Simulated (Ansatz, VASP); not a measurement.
Given: the input of a run of Ansatz 0.2.0 on Ge (Germanium). 

The input input.yaml:

```yaml
crystal:
  lattice:
    - [0.0, 2.82891, 2.82891]
    - [2.82891, 0.0, 2.82891]
    - [2.82891, 2.82891, 0.0]
  atoms:
    - { symbol: Ge, position: [0.75, 0.75, 0.75] }
    - { symbol: Ge, position: [0.5, 0.5, 0.5] }
kpoints:
  mp_grid: { grid: [8, 8, 8] }
scf:
  occupations: { method: gaussian, width: 0.015 }
hamiltonian:
  xc: pbe
  pseudopotentials: { kind: all_electron, lapw: { basis_error: 0.001 } }
output:
  forces: true
  stress: true
  eigenvalues: true
```

Potentials or basis: all-electron LAPW, scalar-relativistic.

The run is started by

```sh
$ ansatz run input.yaml --threads 1 --pin off --max-ram 3072MiB --backend cpu --events-out ev --progress --plain --runs-dir out
```

What does the same run look like in VASP 6.6.1? Potentials or basis there: PBE PAW files Ge_d, 520 eV.

As run (cutoffs and basis follow the program's own potentials, and thresholds, step limits or extra output files can differ):

The input INCAR:

```
PREC     = Accurate       # precision mode
ENCUT    = 520            # plane-wave cutoff, eV
EDIFF    = 1E-7           # SCF threshold, eV
ISMEAR   = 0              # smearing method
SIGMA    = 0.015          # smearing width, eV
LREAL    = False          # projectors in reciprocal space
LASPH    = True           # aspherical terms in the spheres
NELM     = 100            # most SCF steps
ALGO     = Normal         # electronic algorithm
ISIF     = 2              # what is computed and relaxed
LWAVE    = False          # write WAVECAR
LCHARG   = False          # write CHGCAR
GGA      = PE             # functional
NBANDS   = 21             # bands
```

KPOINTS

```
Automatic mesh
0
Gamma
  8 8 8
```

File POSCAR:

```
Ge
1.0
    0.0000000000      2.8289100000      2.8289100000
    2.8289100000      0.0000000000      2.8289100000
    2.8289100000      2.8289100000      0.0000000000
Ge
2
Direct
    0.7500000000      0.7500000000      0.7500000000
    0.5000000000      0.5000000000      0.5000000000
```

Potentials or basis: VASP PAW PBE potentials, release 64 (Ge_d).

Run with:

```console
$ cat potpaw_PBE.64/Ge_d/POTCAR > POTCAR
$ mpirun -np 1 vasp_std > vasp.out
```

Both were run:

|  | Ansatz | VASP |
| --- | --- | --- |
| Pressure | 3.6 GPa | 3.5 GPa |

Where Ansatz's input types no cutoff or centring, it takes its own default and a Γ-centred mesh.

Pressure is positive in compression.
